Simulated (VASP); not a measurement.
Input of a VASP 6.6.1 run:

INCAR

```
PREC = Accurate
ENCUT = 520
EDIFF = 1E-6
ISMEAR = 0
SIGMA = 0.03
LREAL = False
LASPH = True
NELM = 80
ALGO = Fast
ISIF = 2
LWAVE = False
LCHARG = False
GGA = PE
NBANDS = 11
```

The input KPOINTS:

```
Automatic mesh
0
Gamma
  4 4 4
```

File POSCAR:

```
MgO
1.0
    0.0000000000      2.0970013927      2.0970013927
    2.0970013927      0.0000000000      2.0970013927
    2.0970013927      2.0970013927      0.0000000000
Mg O
1 1
Direct
    0.0000000000      0.0000000000      0.0000000000
    0.5000000000      0.5000000000      0.5000000000
```

Potentials or basis: VASP PAW PBE potentials, release 64 (Mg, O).

The run is started by

```sh
$ cat potpaw_PBE.64/Mg/POTCAR potpaw_PBE.64/O/POTCAR > POTCAR
$ mpirun -np 1 vasp_std > vasp.out
```

(1) Estimate the pressure.

(2) Estimate the band gap on the k mesh.

Answers

(1) 6.3 GPa.

(2) 4.85 eV, direct.

Caveat: the k mesh is coarse (spacing up to 0.65 Å⁻¹), so the values aren't converged.
